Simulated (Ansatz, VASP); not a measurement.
# One calculation of Nb, two programs

The input INCAR:

```
SYSTEM = Nb
  PREC = Accurate
  ENCUT = 520
  EDIFF = 1E-6
  ISMEAR = 0
  SIGMA = 0.0261
  LREAL = .False.
  LASPH = .True.
  NELM = 100
  ALGO = Normal
  ISIF = 2
  LWAVE = .False.
  LCHARG = .False.
  GGA = PE
  NBANDS = 12
```

Contents of KPOINTS:

```
Automatic mesh
0
Gamma
  11 11 11
  0 0 0
```

File POSCAR:

```
Nb
1.0
   -1.7297650000      1.7297650000      1.4270010000
    1.7297650000     -1.7297650000      1.4270010000
    1.7297650000      1.7297650000     -1.4270010000
Nb
1
Direct
    0.0000000000      0.0000000000      0.0000000000
```

Input for Ansatz:

```yaml
crystal:
  lattice:
    - [-1.729765, 1.729765, 1.427001]
    - [1.729765, -1.729765, 1.427001]
    - [1.729765, 1.729765, -1.427001]
  atoms:
    - { symbol: Nb, position: [0.0, 0.0, 0.0] }
  symmetry: { tolerance: 0.0003 }
kpoints:
  mp_grid: { grid: [11, 11, 11], shift: [0, 0, 0] }
  band_path:
    path:
      - [0.0, 0.0, 0.0]
      - [0.0, 0.0, 0.5]
      - [-0.5, 0.5, 0.5]
      - [0.0, 0.0, 0.0]
      - [0.4201431, 0.4201431, -0.4201431]
      - [-0.4201431, 0.5798569, 0.4201431]
      - [-0.5, 0.5, 0.5]
      - [0.0, 0.0, 0.5]
      - [0.25, 0.25, 0.25]
      - [0.0, 0.5, 0.0]
      - [0.0, 0.0, 0.0]
    npoints: 6
magnetization:
  spin_polarized: false
scf:
  occupations: { method: gaussian, width: 0.0261 }
  lower_state_search: "off"
  max_iter: 200
hamiltonian:
  pseudopotentials: { kind: paw }
  xc: pbe
basis:
  ecutwfc: 420
  fft_grid_basis: typed
output:
  forces: true
  stress: true
  eigenvalues: true
  bader: true
  populations: true
  elf: true
  write_potential: true
  volumetric_format: npy
  dos:
    e_range: [-12, 8]
    de: 0.05
    projected: { site_lists: { Nb: [Nb] } }
checkpoint:
  read: saved_state
```

The cell was built by a generator and needn't be a form met in nature.

Alike in both runs: task single point; functional PBE; k mesh 11 × 11 × 11; occupations gaussian, width 0.0261 eV; no spin polarisation.

|  | VASP | Ansatz |
| --- | --- | --- |
| version | VASP 6.6.1 | Ansatz 0.2.0 |
| potentials or method | VASP PAW PBE potentials, release 64 (Nb_sv) | PAW plane waves |
| plane-wave cutoff (eV) | 520 | 420 |
| valence electrons in the cell | 13 | 13 |

Ansatz gave:

```
pressure (GPa)                                  : 14.7
largest component of the traceless stress (GPa) : 15.81
```

Question: Estimate VASP's values.

Answer: Pressure (GPa): 14.5; largest component of the traceless stress (GPa): 15.53.

The functional is the same, so the differences come from potentials, cutoffs and numerics.
